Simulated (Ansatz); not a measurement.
# BAs: the cost of one run

Computed with Ansatz 0.2.0 (DFT PBE, scalar-relativistic, plane waves, PAW, unless a step's input says otherwise).

## Step 1: The system as given

It takes space group F-43m (No. 216, cubic). Conventional cell: a = 4.777 Å, b = 4.777 Å, c = 4.777 Å, α = 90.00°, β = 90.00°, γ = 90.00°. Around B (site symmetry -43m) lie 4 As at 2.07 Å. As (site symmetry -43m) has 4 B at 2.07 Å as nearest neighbours.

Structure file:

```cif
data_structure
_symmetry_space_group_name_H-M 'P 1'
_symmetry_Int_Tables_number 1
_cell_length_a 6.7557
_cell_length_b 6.7557
_cell_length_c 6.7557
_cell_angle_alpha 60.000
_cell_angle_beta 60.000
_cell_angle_gamma 60.000
_cell_volume 218.02
loop_
_atom_site_label
_atom_site_type_symbol
_atom_site_fract_x
_atom_site_fract_y
_atom_site_fract_z
_atom_site_occupancy
B1 B 0.00000 0.00000 0.00000 1
B2 B 0.00000 0.50000 0.00000 1
B3 B 0.50000 0.00000 0.00000 1
B4 B 0.50000 0.50000 0.00000 1
B5 B 0.00000 0.00000 0.50000 1
B6 B 0.00000 0.50000 0.50000 1
B7 B 0.50000 0.00000 0.50000 1
B8 B 0.50000 0.50000 0.50000 1
As1 As 0.37500 0.37500 0.37500 1
As2 As 0.37500 0.87500 0.37500 1
As3 As 0.87500 0.37500 0.37500 1
As4 As 0.87500 0.87500 0.37500 1
As5 As 0.37500 0.37500 0.87500 1
As6 As 0.37500 0.87500 0.87500 1
As7 As 0.87500 0.37500 0.87500 1
As8 As 0.87500 0.87500 0.87500 1
```

No relaxation comes first: the listed cell is the starting point.

## Step 2: The perfect supercell on the trajectory's mesh

File input.yaml:

```yaml
crystal:
  lattice:
    - [4.777, 0.0, 4.777]
    - [4.777, 4.777, 0.0]
    - [0.0, 4.777, 4.777]
  atoms:
    - { symbol: B, position: [0.0, 0.0, 0.0] }
    - { symbol: B, position: [0.0, 0.5, 0.0] }
    - { symbol: B, position: [0.5, 0.0, 0.0] }
    - { symbol: B, position: [0.5, 0.5, 0.0] }
    - { symbol: B, position: [0.0, 0.0, 0.5] }
    - { symbol: B, position: [0.0, 0.5, 0.5] }
    - { symbol: B, position: [0.5, 0.0, 0.5] }
    - { symbol: B, position: [0.5, 0.5, 0.5] }
    - { symbol: As, position: [0.375, 0.375, 0.375] }
    - { symbol: As, position: [0.375, 0.875, 0.375] }
    - { symbol: As, position: [0.875, 0.375, 0.375] }
    - { symbol: As, position: [0.875, 0.875, 0.375] }
    - { symbol: As, position: [0.375, 0.375, 0.875] }
    - { symbol: As, position: [0.375, 0.875, 0.875] }
    - { symbol: As, position: [0.875, 0.375, 0.875] }
    - { symbol: As, position: [0.875, 0.875, 0.875] }
  symmetry: { detect: false }
basis:
  ecutwfc: 420
kpoints:
  mp_grid: { grid: [2, 2, 2], shift: [0.5, 0.5, 0.5] }
hamiltonian:
  xc: pbe
scf:
  occupations: { method: gaussian, width: 0.1 }
output:
  forces: true
  stress: true
  eigenvalues: true
```

Run with:

```bash
$ ansatz run input.yaml --threads 4 --pin off --max-ram 5120MiB --backend cpu --events-out ev --progress --plain --runs-dir out
```

What time and memory should one allow on 4 threads of an Arm CPU, shared host?

About 3.8 s, with a peak of 0.62 GiB.
